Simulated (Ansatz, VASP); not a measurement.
## One calculation of NbH2, two programs

```
Nb H
1.0
     0.00000    2.24769    2.24769
     2.24769    0.00000    2.24769
     2.24769    2.24769    0.00000
Nb H
1 2
Direct
  0.00000 0.00000 0.00000
  0.25000 0.25000 0.25000
  0.75000 0.75000 0.75000
```

Alike in both runs: task single point; functional LDA; k mesh 18 × 18 × 18; occupations gaussian, width 0.15 eV; no spin polarisation.

|  | VASP | Ansatz |
| --- | --- | --- |
| version | VASP 6.6.1 | Ansatz 0.2.0 |
| potentials or method | VASP PAW LDA potentials, release 64 (Nb_sv, H) | scalar-relativistic, plane waves, PAW |
| plane-wave cutoff (eV) | 520 | 420 |
| valence electrons in the cell | 15 | 15 |

VASP gave:

* gap on the k mesh at the Fermi level (eV): none
* pressure (GPa): -0.1

Q: Which values does Ansatz return?

A: gap on the k mesh at the Fermi level (eV): none; pressure (GPa): 0.0.

A gap of «none» marks a metal or a gap that the smearing closes.
